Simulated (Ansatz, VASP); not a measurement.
## Si in VASP and in Ansatz

```
Si
1.0
     0.00000    2.47930    2.97417
     2.47930    0.00000    2.97417
     2.47930    2.47930    0.00000
Si
2
Cartesian
  2.4793 2.4793 2.9742
  3.7190 3.7190 4.4613
```

Alike in both runs: task single point; functional LDA; k mesh 12 × 12 × 12; occupations gaussian, width 0.05 eV; no spin polarisation.

```csv
,VASP,Ansatz
version,VASP 6.6.1,Ansatz 0.2.0
potentials or method,"VASP PAW LDA potentials, release 64 (Si)","scalar-relativistic, plane waves, PAW"
plane-wave cutoff (eV),520,420
valence electrons in the cell,8,8
```

Ansatz gave:

- gap on the k mesh at the Fermi level (eV): none
- pressure (GPa): 6.7
- largest component of the traceless stress (GPa): 14.35

Task: Estimate VASP's values.

Result: gap on the k mesh at the Fermi level (eV): none; pressure (GPa): 6.8; largest component of the traceless stress (GPa): 14.34.

A gap of «none» marks a metal or a gap that the smearing closes. Ansatz warned: «pseudo_functional_mismatch».
